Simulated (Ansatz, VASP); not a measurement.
Two plane-wave programs on Ti2H

File INCAR:

```
  ALGO = Normal
  EDIFF = 1E-6
  ENCUT = 520
  GGA = PS
  ISIF = 2
  ISMEAR = -1
  LASPH = T
  LCHARG = F
  LREAL = F
  LWAVE = F
  NBANDS = 34
  NELM = 100
  PREC = Accurate
  SIGMA = 0.1
```

File KPOINTS:

```
k-points
0
Gamma
  6 6 6
```

File POSCAR:

```
Ti2H
1.0
    4.1720406554      0.0000000000      0.0000000000
    0.0000000000      4.1720406554      0.0000000000
    0.0000000000      0.0000000000      4.1720406554
Ti H
4 2
Direct
    0.2500000000      0.7500000000      0.2500000000
    0.7500000000      0.2500000000      0.2500000000
    0.2500000000      0.2500000000      0.7500000000
    0.7500000000      0.7500000000      0.7500000000
    0.0000000000      0.0000000000      0.0000000000
    0.5000000000      0.5000000000      0.5000000000
```

Input for Ansatz:

```yaml
crystal:
  lattice:
    - [4.172040655418541, 0.0, 0.0]
    - [0.0, 4.172040655418541, 0.0]
    - [0.0, 0.0, 4.172040655418541]
  atoms:
    - { symbol: Ti, position: [0.25, 0.75, 0.25] }
    - { symbol: Ti, position: [0.75, 0.25, 0.25] }
    - { symbol: Ti, position: [0.25, 0.25, 0.75] }
    - { symbol: Ti, position: [0.75, 0.75, 0.75] }
    - { symbol: H, position: [0.0, 0.0, 0.0] }
    - { symbol: H, position: [0.5, 0.5, 0.5] }
basis:
  ecutwfc: 462.593566181796
kpoints:
  mp_grid:
    grid: [6, 6, 6]
hamiltonian:
  xc: pbesol
  pseudopotentials:
    kind: paw
scf:
  occupations:
    method: fermi_dirac
    width: 0.1
output:
  stress: true
```

The cell comes from a database or a generator and needn't be the stable form of this composition.

Alike in both runs: task single point; functional PBEsol; k mesh 6 × 6 × 6; occupations fermi-dirac, width 0.1 eV; no spin polarisation.

```csv
,VASP,Ansatz
version,VASP 6.6.1,Ansatz 0.2.0
potentials or method,"VASP PAW PBE potentials, release 64 (Ti_sv, H)","plane waves, PAW"
plane-wave cutoff (eV),520,463
valence electrons in the cell,50,50
```

VASP gave:

| Quantity | Value |
| --- | --- |
| pressure (GPa) | 1.3 |

Estimate Ansatz's values.

pressure (GPa): 1.4.

Caveats: the PAW data sets were made with another functional, which shifts forces and pressure a little (VASP).
